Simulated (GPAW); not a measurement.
Wanted: an ASE script for a GPAW 26.7.0 run.

```yaml
Task: band structure
Functional: MS2
Potentials_or_basis: GPAW PAW data sets (gpaw-data 1.2.1)
Cutoff: 800 eV
Basis: pw
k_mesh: 6 × 6 × 6
Occupations: fermi-dirac, width 0.05 eV
Spin: no spin polarisation
Maxiter: 150
Band_path: GXMGRX,MR
Band_points: 100
```

The structure of NaCl lies in NaCl.xyz:

```xyz
2
Lattice="3.5021900000 0.0000000000 0.0000000000 0.0000000000 3.5021900000 0.0000000000 0.0000000000 0.0000000000 3.5021900000" Properties=species:S:1:pos:R:3 pbc="T T T"
Cl     1.7510950000      1.7510950000      1.7510950000
Na     0.0000000000      0.0000000000      0.0000000000
```

Measurements of this composition are mostly on another form, of space group No. 225.

One way to write it, as run:

run.py

```python
from ase.dft.bandgap import bandgap
from ase.io import read, write
from ase.units import GPa
from gpaw import GPAW, PW

atoms = read('NaCl.xyz')

calc = GPAW(mode=PW(800),
            xc='MGGA_X_MS2+GGA_C_REGTPSS',
            kpts={'size': (6, 6, 6), 'gamma': True},
            occupations={'name': 'fermi-dirac', 'width': 0.05},
            nbands=15,
            convergence={'density': 1e-05, 'energy': 1e-05},
            maxiter=150,
            txt='gpaw.txt')
atoms.calc = calc
energy = atoms.get_potential_energy()
forces = atoms.get_forces()
stress = atoms.get_stress()
calc.write('gs.gpw')
write('result.traj', atoms)
print(f'Energy: {energy:.6f} eV')
print('Forces (eV/A):')
print(forces.round(4))
print('Stress (GPa):', (stress / GPa).round(3))
print('Fermi level:', round(calc.get_fermi_level(), 4), 'eV')
print(f'Gap: {bandgap(calc)[0]:.4f} eV, direct: {bandgap(calc, direct=True)[0]:.4f} eV')

path = atoms.cell.bandpath('GXMGRX,MR', npoints=100, eps=1e-4)
bs_calc = calc.fixed_density(kpts=path, symmetry='off', nbands=26,
                             convergence={'bands': 'CBM+6.0', 'eigenstates': 1e-6}, txt='bands.txt')
bs = bs_calc.band_structure()
bs.write('bs.json')
print(f'Gap on the path: {bandgap(bs_calc)[0]:.4f} eV')
```

Potentials or basis: GPAW PAW data sets (gpaw-data 1.2.1), pw.

Run with:

```bash
$ OMP_NUM_THREADS=1 python run.py
```

Results of the run:

```json
{
 "Pressure": "-1.1 GPa",
 "Band gap on the k mesh": "4.63 eV, indirect (least direct gap 5.12 eV)",
 "Band gap along the path": "4.63 eV, indirect (least direct gap 5.12 eV)"
}
```

Caveat: the PAW data sets were made with another functional, which shifts forces and pressure a little.

It took 75 s on 1 thread of Intel(R) Xeon(R) 6975P-C (Granite Rapids) (shared host), peak memory 0.37 GiB.
